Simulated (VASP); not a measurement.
# Lu (P6_3/mmc) in VASP: further runs

The runs below take Lu through single point, with PBE.

Everything below comes from runs of VASP 6.6.1. Logs are shortened: lines on timing, memory, paths and dates and some standing lists are left out, and cuts for length are marked.

**1. The crystal as given**

It takes space group P6_3/mmc (No. 194, hexagonal). Conventional cell: a = 3.503 Å, b = 3.503 Å, c = 5.551 Å, α = 90.00°, β = 90.00°, γ = 120.00°. Lu (site symmetry -6m2) is surrounded by 12 Lu at 3.43 to 3.50 Å.

**2. Single point, PBE**

INCAR

```
SYSTEM = Lu
  PREC = Accurate
  ENCUT = 450
  EDIFF = 1E-5
  ISMEAR = 0
  SIGMA = 0.1
  LREAL = .False.
  LASPH = .True.
  NELM = 100
  ALGO = Normal
  ISIF = 2
  LWAVE = .False.
  LCHARG = .False.
  GGA = PE
  ADDGRID = .False.
```

KPOINTS

```
regular mesh
0
Gamma
  11 11 6
  0 0 0
```

POSCAR

```
Lu
1.0
    3.5031000000      0.0000000000      0.0000000000
   -1.7515500000      3.0337735920      0.0000000000
    0.0000000000      0.0000000000      5.5509000000
Lu
2
Direct
    0.6483880000      0.2977880000      0.7516770000
    0.3414390000      0.6668870000      0.2457360000
```

Potentials or basis: VASP PAW PBE potentials, release 64 (Lu_3), 4f in core.

Launch:

```
$ cat potpaw_PBE.64/Lu_3/POTCAR > POTCAR
$ mpirun -np 1 vasp_std > vasp.out
```

OUTCAR:

```text
SYSTEM = Lu
   PREC = Accurate
   ENCUT = 450
   EDIFF = 1E-5
   ISMEAR = 0
   LREAL = .False.
   LASPH = .True.
   NELM = 100
   ISIF = 2
   GGA = PE

 Found    364 irreducible k-points:

 Following reciprocal coordinates:
            Coordinates               Weight
  0.000000  0.000000  0.000000      1.000000
  0.090909  0.000000  0.000000      2.000000
  0.000000  0.090909  0.000000      2.000000
 -0.090909  0.090909  0.000000      2.000000
  0.181818  0.000000  0.000000      2.000000
  0.000000  0.181818  0.000000      2.000000
   k-points           NKPTS =    364   k-points in BZ     NKDIM =    364   number of bands    NBANDS=     13
   number of dos      NEDOS =    301   number of ions     NIONS =      2
   total plane-waves  NPLWV =  23040
   dimension x,y,z NGX =    24 NGY =   24 NGZ =   40
   dimension x,y,z NGXF=    48 NGYF=   48 NGZF=   80
   ions per type =               2
   NGX,Y,Z   is equivalent  to a cutoff of  11.39, 11.39, 11.98 a.u.
   NGXF,Y,Z  is equivalent  to a cutoff of  22.78, 22.78, 23.96 a.u.
 SYSTEM =  Lu
   PREC   = accura    normal or accurate (medium, high low for compatibility)
   ISTART =      0    job   : 0-new  1-cont  2-samecut
   ICHARG =      2    charge: 1-file 2-atom 10-const
   ISPIN  =      1    spin polarized calculation?
   LNONCOLLINEAR =      F non collinear calculations
   LSORBIT =      F    spin-orbit coupling
   LASPH  =      T    aspherical Exc in radial PAW
   ENCUT  =  450.0 eV  33.07 Ry    5.75 a.u.   6.06  6.06  9.60*2*pi/ulx,y,z
   NELM   =    100;   NELMIN=  2; NELMDL= -5     # of ELM steps
   EDIFF  = 0.1E-04   stopping-criterion for ELM
   LREAL  =      F    real-space projection
   EDIFFG = 0.1E-03   stopping-criterion for IOM
   NSW    =      0    number of steps for IOM
   IBRION =     -1    ionic relax: 0-MD 1-quasi-New 2-CG
   NFREE  =      0    steps in history (QN), initial steepest desc. (CG)
   ISIF   =      2    stress and relaxation
   ISYM   =      2    0-nonsym 1-usesym 2-fastsym
   POTIM  = 0.5000    time-step for ionic-motion
   TEBEG  =    0.0;   TEEND  =   0.0 temperature during run
   PSTRESS=    0.0 pullay stress
   NELECT =      18.0000    total number of electrons
   NUPDOWN=      -1.0000    fix difference up-down
   EMIN   =  10.00;   EMAX   =-10.00  energy-range for DOS
   EFERMI =   0.00;   METHOD = LEGACY
   ISMEAR =     0;   SIGMA  =   0.10  broadening in eV -4-tet -1-fermi 0-gaus
   EFERMI_NEDOS =   21; number of points for ismear=-14 and -15
   IALGO  =     38    algorithm
   IMIX   =      4    mixing-type and parameters
     AMIX     =   0.40;   BMIX     =  1.00
     AMIX_MAG =   1.60;   BMIX_MAG =  1.00
  volume/ion in A,a.u.               =      29.50       199.05
  Fermi-wavevector in a.u.,A,eV,Ry     =   1.102130  2.082723 16.526853  1.214689
  Thomas-Fermi vector in A             =   2.238568
   LORBIT       =      0    0 simple, 1 ext, 2 COOP (PROOUT), +10 PAW based schemes
   GGA     = PE    functional components
   LHFCALC =     F    Hartree Fock is set to
   AEXX    =    0.0000 exact exchange contribution
   IVDW    =     0    specifies the selected vdW correction
   LEPSILON=     F    determine dielectric tensor
   LRPA    =     F    only Hartree local field effects (RPA)
 non-spin polarized calculation
 Gauss-broadening in eV      SIGMA  =   0.10
  energy-cutoff  :      450.00
  volume of cell :       58.99
 maximum number of plane-waves:      1296
   NGX = 13   NGY = 13   NGZ = 19

 number of electron      18.0000000 magnetization

 Free energy of the ion-electron system (eV)
  ---------------------------------------------------
  ext. energy  EPLUGINS =         0.00000000
  ---------------------------------------------------
  free energy    TOTEN  =        -8.90289594 eV

  energy without entropy =       -8.88647135  energy(sigma->0) =       -8.89468365

 E-fermi :   2.7749     XC(G=0):  -9.9074

 val. band max:        2.7700736196   @ k =   0.0000   0.3636   0.0000
 cond. band min:       2.7804910129   @ k =   0.2727   0.2727   0.5000
 fundamental gap:      0.0104173933
 Fermi energy:         2.7749324348

 k-point     1 :       0.0000    0.0000    0.0000
  band No.  band energies     occupation
      1     -24.2734      2.00000
      2     -23.8713      2.00000
      3     -23.8474      2.00000
      4     -23.7887      2.00000
      5     -23.7787      2.00000
      6     -23.7570      2.00000
      7      -3.2470      2.00000
      8       0.3421      2.00000
      9       3.3266      0.00000
     10       4.9438      0.00000
     11       5.0482      0.00000
     12       5.2042      0.00000
     13       5.7340      0.00000

 k-point     2 :       0.0909    0.0000    0.0000
  band No.  band energies     occupation
      1     -24.2615      2.00000
      2     -23.8850      2.00000
      3     -23.8690      2.00000
      4     -23.8148      2.00000
      5     -23.7839      2.00000
      6     -23.7619      2.00000
      7      -3.0509      2.00000
      8       0.5413      2.00000
      9       3.1836      0.00000
     10       4.5217      0.00000
     11       5.1432      0.00000
     12       5.3956      0.00000
     13       5.5976      0.00000
[... 33 lines left out ...]
 k-point     5 :       0.1818    0.0000    0.0000
  band No.  band energies     occupation
      1     -24.2279      2.00000
      2     -23.9511      2.00000
      3     -23.8980      2.00000
      4     -23.8843      2.00000
      5     -23.7959      2.00000
      6     -23.7769      2.00000
      7      -2.4885      2.00000
      8       1.0763      2.00000
      9       2.8286      0.44766
     10       3.8129      0.00000
     11       4.8147      0.00000
     12       5.5128      0.00000
     13       5.6948      0.00000

 k-point     6 :       0.0000    0.1818    0.0000
  band No.  band energies     occupation
      1     -24.2213      2.00000
      2     -23.9657      2.00000
      3     -23.8827      2.00000
      4     -23.8815      2.00000
      5     -23.8003      2.00000
      6     -23.7838      2.00000
      7      -2.4816      2.00000
      8       1.1068      2.00000
      9       2.9021      0.07204
     10       3.7459      0.00000
     11       4.8344      0.00000
     12       5.2711      0.00000
     13       5.7503      0.00000

 [... further k-points ...]

------------------------ aborting loop because EDIFF is reached ----------------------------------------

  FORCE on cell =-STRESS in cart. coord.  units (eV):
  Direction    XX          YY          ZZ          XY          YZ          ZX
  --------------------------------------------------------------------------------------
  -------------------------------------------------------------------------------------
  Total       -0.0415219      0.2024659     -0.3049027     -0.0381237     -0.0226267     -0.0044444
  in kB       -1.1276874      5.4987415     -8.2808097     -1.0353968     -0.6145152     -0.1207041
  external PRESSURE =      -1.3032518 kB  Pullay stress =       0.0000000 kB

 VOLUME and BASIS-vectors are now :
 -----------------------------------------------------------------------------
  energy-cutoff  :      450.00
  volume of cell :       58.99
      direct lattice vectors                 reciprocal lattice vectors
     3.503100000  0.000000000  0.000000000     0.285461448  0.164811244  0.000000000
    -1.751550000  3.033773592  0.000000000     0.000000000  0.329622488  0.000000000
     0.000000000  0.000000000  5.550900000     0.000000000  0.000000000  0.180150967

 POSITION                                       TOTAL-FORCE (eV/Angst)
 -----------------------------------------------------------------------------------
      1.74978      0.90342      4.17248         0.040897      0.170831     -0.139194
      0.02801      2.02318      1.36406        -0.040897     -0.170831      0.139194
 -----------------------------------------------------------------------------------
    total drift:                                0.000004      0.000007     -0.000000

  FREE ENERGIE OF THE ION-ELECTRON SYSTEM (eV)
  ---------------------------------------------------
  free  energy   TOTEN  =        -8.9028959444 eV

  energy  without entropy=       -8.8864713522  energy(sigma->0) =       -8.89468365
```

stdout:

```text
POSCAR found type information on POSCAR Lu
 POSCAR found :  1 types and       2 ions
 scaLAPACK will be used
 LDA part: xc-table for (Slater+PW92), standard interpolation
 POSCAR, INCAR and KPOINTS ok, starting setup
 FFT: planning ... GRIDC
 FFT: planning ... GRID_SOFT
 FFT: planning ... GRID
 WAVECAR not read
 entering main loop
```

Run time: 58 s. Hardware: 1 thread of Intel Xeon 6975P-C (Granite Rapids), shared host; peak memory 0.32 GiB.

The run converged, but some of its settings lie outside the range that counts as converged, so its numbers aren't taken as properties of the crystal.

What came out:

| Property | Result |
| --- | --- |
| Free energy | -8.9029 eV |
| Pressure | -0.1 GPa |
| Largest force | 0.224 eV/Å |
| Band gap on the k mesh | none (metal or under the smearing width) |

**3. Single point, PBE**

INCAR: that of step 2 with these lines changed.

```diff
@@ -3,3 +3,3 @@
   ENCUT = 450
-  EDIFF = 1E-5
+  EDIFF = 1E-6
   ISMEAR = 0
@@ -14,2 +14,2 @@
   GGA = PE
-  ADDGRID = .False.
+  ADDGRID = .True.
```

KPOINTS is that of step 2.

POSCAR

```
Lu
1.0
    3.5031000000      0.0000000000      0.0000000000
   -1.7515500000      3.0337735920      0.0000000000
    0.0000000000      0.0000000000      5.5509000000
Lu
2
Direct
    0.6666666667      0.3333333333      0.7500000000
    0.3333333333      0.6666666667      0.2500000000
```

Potentials or basis: VASP PAW PBE potentials, release 64 (Lu_3), 4f in core.

Launch:

```
$ cat potpaw_PBE.64/Lu_3/POTCAR > POTCAR
$ mpirun -np 1 vasp_std > vasp.out
```

Wall time 18 s (1 thread of Intel Xeon 6975P-C (Granite Rapids), shared host); peak memory 0.27 GiB.

These settings aren't checked as converged: the numbers below hold their error.

What came out:

| Quantity | Value |
| --- | --- |
| Free energy | -8.9151 eV |
| Pressure | -0.2 GPa |
| Band gap on the k mesh | none (metal or under the smearing width) |

**4. Single point, PBE**

INCAR is that of step 3.

KPOINTS is that of step 3.

POSCAR

```
Lu
1.0
    3.5031000000      0.0000000000      0.0000000000
   -1.7515500000      3.0337735920      0.0000000000
    0.0000000000      0.0000000000      5.5509000000
Lu
2
Direct
    0.6483880000      0.2977880000      0.7516770000
    0.3414390000      0.6668870000      0.2457360000
```

Launch:

```
$ cat potpaw_PBE.64/Lu_3/POTCAR > POTCAR
$ mpirun -np 1 vasp_std > vasp.out
```

Wall time 63 s (1 thread of Intel Xeon 6975P-C (Granite Rapids), shared host); peak memory 0.41 GiB.

The run converged, but some of its settings lie outside the range that counts as converged, so its numbers aren't taken as properties of the crystal.

What came out:

* Free energy: -8.9029 eV
* Pressure: -0.1 GPa
* Largest force: 0.224 eV/Å
* Band gap on the k mesh: none (metal or under the smearing width)

**5. Single point, PBE**

INCAR: that of step 4 with these lines changed.

```diff
@@ -7,3 +7,3 @@
   LREAL = .False.
-  LASPH = .True.
+  LASPH = .False.
   NELM = 100
@@ -14,2 +14,2 @@
   GGA = PE
-  ADDGRID = .True.
+  ADDGRID = .False.
```

KPOINTS is that of step 4.

POSCAR

```
Lu
1.0
    3.5031000000      0.0000000000      0.0000000000
   -1.7515500000      3.0337735920      0.0000000000
    0.0000000000      0.0000000000      5.5509000000
Lu
2
Direct
    0.6666666667      0.3333333333      0.7500000000
    0.3333333333      0.6666666667      0.2500000000
```

Potentials or basis: VASP PAW PBE potentials, release 64 (Lu_3), 4f in core.

Launch:

```
$ cat potpaw_PBE.64/Lu_3/POTCAR > POTCAR
$ mpirun -np 1 vasp_std > vasp.out
```

OUTCAR:

```text
SYSTEM = Lu
   PREC = Accurate
   ENCUT = 450
   EDIFF = 1E-6
   ISMEAR = 0
   LREAL = .False.
   LASPH = .False.
   NELM = 100
   ISIF = 2
   GGA = PE

 Found     64 irreducible k-points:

 Following reciprocal coordinates:
            Coordinates               Weight
  0.000000  0.000000  0.000000      1.000000
  0.090909  0.000000  0.000000      6.000000
  0.181818  0.000000  0.000000      6.000000
  0.272727 -0.000000  0.000000      6.000000
  0.363636  0.000000  0.000000      6.000000
  0.454545  0.000000  0.000000      6.000000
   k-points           NKPTS =     64   k-points in BZ     NKDIM =     64   number of bands    NBANDS=     13
   number of dos      NEDOS =    301   number of ions     NIONS =      2
   total plane-waves  NPLWV =  23040
   dimension x,y,z NGX =    24 NGY =   24 NGZ =   40
   dimension x,y,z NGXF=    48 NGYF=   48 NGZF=   80
   ions per type =               2
   NGX,Y,Z   is equivalent  to a cutoff of  11.39, 11.39, 11.98 a.u.
   NGXF,Y,Z  is equivalent  to a cutoff of  22.78, 22.78, 23.96 a.u.
 SYSTEM =  Lu
   PREC   = accura    normal or accurate (medium, high low for compatibility)
   ISTART =      0    job   : 0-new  1-cont  2-samecut
   ICHARG =      2    charge: 1-file 2-atom 10-const
   ISPIN  =      1    spin polarized calculation?
   LNONCOLLINEAR =      F non collinear calculations
   LSORBIT =      F    spin-orbit coupling
   LASPH  =      F    aspherical Exc in radial PAW
   ENCUT  =  450.0 eV  33.07 Ry    5.75 a.u.   6.06  6.06  9.60*2*pi/ulx,y,z
   NELM   =    100;   NELMIN=  2; NELMDL= -5     # of ELM steps
   EDIFF  = 0.1E-05   stopping-criterion for ELM
   LREAL  =      F    real-space projection
   EDIFFG = 0.1E-04   stopping-criterion for IOM
   NSW    =      0    number of steps for IOM
   IBRION =     -1    ionic relax: 0-MD 1-quasi-New 2-CG
   NFREE  =      0    steps in history (QN), initial steepest desc. (CG)
   ISIF   =      2    stress and relaxation
   ISYM   =      2    0-nonsym 1-usesym 2-fastsym
   POTIM  = 0.5000    time-step for ionic-motion
   TEBEG  =    0.0;   TEEND  =   0.0 temperature during run
   PSTRESS=    0.0 pullay stress
   NELECT =      18.0000    total number of electrons
   NUPDOWN=      -1.0000    fix difference up-down
   EMIN   =  10.00;   EMAX   =-10.00  energy-range for DOS
   EFERMI =   0.00;   METHOD = LEGACY
   ISMEAR =     0;   SIGMA  =   0.10  broadening in eV -4-tet -1-fermi 0-gaus
   EFERMI_NEDOS =   21; number of points for ismear=-14 and -15
[... 18 lines left out ...]
 maximum number of plane-waves:      1296
   NGX = 13   NGY = 13   NGZ = 19

 number of electron      18.0000001 magnetization

 Free energy of the ion-electron system (eV)
  ---------------------------------------------------
  ext. energy  EPLUGINS =         0.00000000
  ---------------------------------------------------
  free energy    TOTEN  =        -8.91506720 eV

  energy without entropy =       -8.89977334  energy(sigma->0) =       -8.90742027

 E-fermi :   2.7790     XC(G=0):  -9.9081

 val. band max:        2.7662253073   @ k =   0.3636   0.0000   0.0000
 cond. band min:       2.8161849010   @ k =   0.3636   0.1818   0.3333
 fundamental gap:      0.0499595937
 Fermi energy:         2.7789518060

 k-point     1 :       0.0000    0.0000    0.0000
  band No.  band energies     occupation
      1     -24.2687      2.00000
      2     -23.8602      2.00000
      3     -23.8602      2.00000
      4     -23.7842      2.00000
      5     -23.7842      2.00000
      6     -23.7578      2.00000
      7      -3.2478      2.00000
      8       0.3404      2.00000
      9       3.3274      0.00000
     10       4.9919      0.00000
     11       4.9922      0.00000
     12       5.2749      0.00000
     13       5.6973      0.00000
[... 66 lines left out ...]
  band No.  band energies     occupation
      1     -24.1868      2.00000
      2     -24.1031      2.00000
      3     -24.0602      2.00000
      4     -23.9613      2.00000
      5     -23.8809      2.00000
      6     -23.8369      2.00000
      7       0.2589      2.00000
      8       1.4965      2.00000
      9       1.9656      2.00000
     10       2.5040      1.99990
     11       4.3300      0.00000
     12       4.7391      0.00000
     13       5.0344      0.00000

 [... further k-points ...]

------------------------ aborting loop because EDIFF is reached ----------------------------------------

  FORCE on cell =-STRESS in cart. coord.  units (eV):
  Direction    XX          YY          ZZ          XY          YZ          ZX
  --------------------------------------------------------------------------------------
  -------------------------------------------------------------------------------------
  Total        0.0951169      0.0951169     -0.3588623      0.0000000      0.0000000      0.0000000
  in kB        2.5832674      2.5832674     -9.7462895      0.0000000      0.0000000      0.0000000
  external PRESSURE =      -1.5265849 kB  Pullay stress =       0.0000000 kB

 VOLUME and BASIS-vectors are now :
 -----------------------------------------------------------------------------
  energy-cutoff  :      450.00
  volume of cell :       58.99
      direct lattice vectors                 reciprocal lattice vectors
     3.503100000  0.000000000  0.000000000     0.285461448  0.164811244  0.000000000
    -1.751550000  3.033773592  0.000000000     0.000000000  0.329622488  0.000000000
     0.000000000  0.000000000  5.550900000     0.000000000  0.000000000  0.180150967

 POSITION                                       TOTAL-FORCE (eV/Angst)
 -----------------------------------------------------------------------------------
      1.75155      1.01126      4.16318        -0.000000      0.000000      0.000000
     -0.00000      2.02252      1.38773         0.000000     -0.000000      0.000000
 -----------------------------------------------------------------------------------
    total drift:                               -0.000000      0.000000     -0.000000

  FREE ENERGIE OF THE ION-ELECTRON SYSTEM (eV)
  ---------------------------------------------------
  free  energy   TOTEN  =        -8.9150672038 eV

  energy  without entropy=       -8.8997733410  energy(sigma->0) =       -8.90742027
```

OSZICAR:

```text
N       E                     dE             d eps       ncg     rms          rms(c)
DAV:   1     0.388267524187E+02    0.38827E+02   -0.82148E+03  3084   0.138E+03
DAV:   2    -0.675779327685E+01   -0.45585E+02   -0.44454E+02  2804   0.664E+02
DAV:   3    -0.883443010343E+01   -0.20766E+01   -0.19319E+01  2936   0.569E+01
DAV:   4    -0.891860848354E+01   -0.84178E-01   -0.82755E-01  3051   0.102E+01
DAV:   5    -0.892186054585E+01   -0.32521E-02   -0.32384E-02  2765   0.180E+00    0.251E+01
DAV:   6    -0.890872672107E+01    0.13134E-01   -0.35367E-02  2781   0.427E+00    0.149E+01
DAV:   7    -0.891518834482E+01   -0.64616E-02   -0.66417E-02  2715   0.568E+00    0.373E-01
DAV:   8    -0.891506186736E+01    0.12648E-03   -0.45470E-03  2742   0.986E-01    0.104E-01
DAV:   9    -0.891507121063E+01   -0.93433E-05   -0.21335E-04  2870   0.238E-01    0.298E-02
DAV:  10    -0.891506678064E+01    0.44300E-05   -0.22171E-05  2822   0.742E-02    0.337E-02
DAV:  11    -0.891506720380E+01   -0.42316E-06   -0.72686E-07  1612   0.179E-02
   1 F= -.89150672E+01 E0= -.89074203E+01  d E =-.152939E-01
```

It took 12 s on 1 thread of Intel Xeon 6975P-C (Granite Rapids), shared host; peak memory 0.18 GiB.

These settings aren't checked as converged: the numbers below hold their error.

What came out:

* Free energy: -8.9151 eV
* Pressure: -0.2 GPa
* Band gap on the k mesh: none (metal or under the smearing width)

**6. Single point, PBE**

INCAR is that of step 5.

KPOINTS is that of step 5.

POSCAR

```
Lu
1.0
    3.5031000000      0.0000000000      0.0000000000
   -1.7515500000      3.0337735920      0.0000000000
    0.0000000000      0.0000000000      5.5509000000
Lu
2
Direct
    0.6483880000      0.2977880000      0.7516770000
    0.3414390000      0.6668870000      0.2457360000
```

Potentials or basis: VASP PAW PBE potentials, release 64 (Lu_3), 4f in core.

Launch:

```
$ cat potpaw_PBE.64/Lu_3/POTCAR > POTCAR
$ mpirun -np 1 vasp_std > vasp.out
```

It took 60 s on 1 thread of Intel Xeon 6975P-C (Granite Rapids), shared host; peak memory 0.32 GiB.

These settings aren't checked as converged: the numbers below hold their error.

What came out:

```yaml
Free_energy: -8.9028 eV
Pressure: -0.1 GPa
Largest_force: 0.225 eV/Å
Band_gap_on_the_k_mesh: none (metal or under the smearing width)
```

**7. The reference run**

An earlier run on the cell as given: functional PBE; potentials or basis VASP PAW PBE potentials, release 64 (Lu); cutoff 520 eV; k mesh 9 × 9 × 5; occupations fermi-dirac, width 0.05 eV; no spin polarisation.

* Pressure: -0.4 GPa
* Band gap on the k mesh: none (metal or under the smearing width)
